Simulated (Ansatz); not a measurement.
Ligand exchange: CClF3 + GeHCl3 → CHF3 + GeCl4

Gas-phase species: CClF3 `FC(F)(F)Cl`, singlet; GeHCl3 `[Cl][GeH]([Cl])[Cl]`, singlet; CHF3 (trifluoromethane) `FC(F)F`, singlet; GeCl4 (germanium tetrachloride) `[Cl][Ge]([Cl])([Cl])[Cl]`, singlet. The partners trade Cl for H: C–Cl and Ge–H bonds give way to C–H and Ge–Cl.

Shapes, held fixed at every level: PBE0-D4/def2-TZVP. Programs: Ansatz 0.2.0. The zero-point and thermal change to 298 K, harmonic and unscaled (PBE0-D4/def2-TZVP), is +10.9 kJ/mol.

| level | kind | ΔH(298 K) (kJ/mol) | less CCSD(T)/def2-TZVPP |
| --- | --- | --- | --- |
| HF/def2-TZVPP | Hartree–Fock | -137.7 | -8.3 |
| BHLYP-D4/def2-TZVPP | global hybrid | -135.1 | -5.7 |
| r2SCAN0-D4/def2-TZVPP | global hybrid | -124.5 | +4.9 |
| MP2/def2-SVP | perturbation theory | -125.4 | +4.0 |
| CCSD(T)/def2-SVP | coupled cluster or CI | -120.7 | +8.7 |
| CCSD/def2-TZVPP | coupled cluster or CI | -130.8 | -1.4 |
| CCSD(T)/def2-TZVPP | coupled cluster or CI | -129.4 | 0.0 |

The highest level, CCSD(T)/def2-TZVPP, gives ΔH(298 K) = -129.4 kJ/mol; the levels span -137.7 to -120.7. The column of differences is taken from that level and isn't an error. No measured value is set beside it here. Relativity is left out for Ge. Outer-core shells of Ge are correlated, in sets that cover them unevenly.
